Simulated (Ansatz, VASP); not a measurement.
## Na: VASP beside Ansatz

```xyz
1
Lattice="-2.0743 2.0743 2.0743 2.0743 -2.0743 2.0743 2.0743 2.0743 -2.0743" Properties=species:S:1:pos:R:3 pbc="T T T"
Na    0.0000    0.0000    0.0000
```

Change from the starting cell: volume scaled by 0.94.

Alike in both runs: task single point; functional PBEsol; k mesh 12 × 12 × 12; occupations fermi-dirac, width 0.05 eV; no spin polarisation.

|  | VASP | Ansatz |
| --- | --- | --- |
| version | VASP 6.6.1 | Ansatz 0.2.0 |
| potentials or method | VASP PAW PBE potentials, release 64 (Na_pv), cutoff 520 eV | all-electron LAPW, scalar-relativistic |

```tsv
	VASP	Ansatz	Ansatz less VASP
pressure (GPa)	0.1	0.1	0.00
```

Ansatz ran all-electron here, so the differences hold the error of VASP's frozen core and of both bases.

Caveats: the PAW data sets were made with another functional, which shifts forces and pressure a little (VASP).
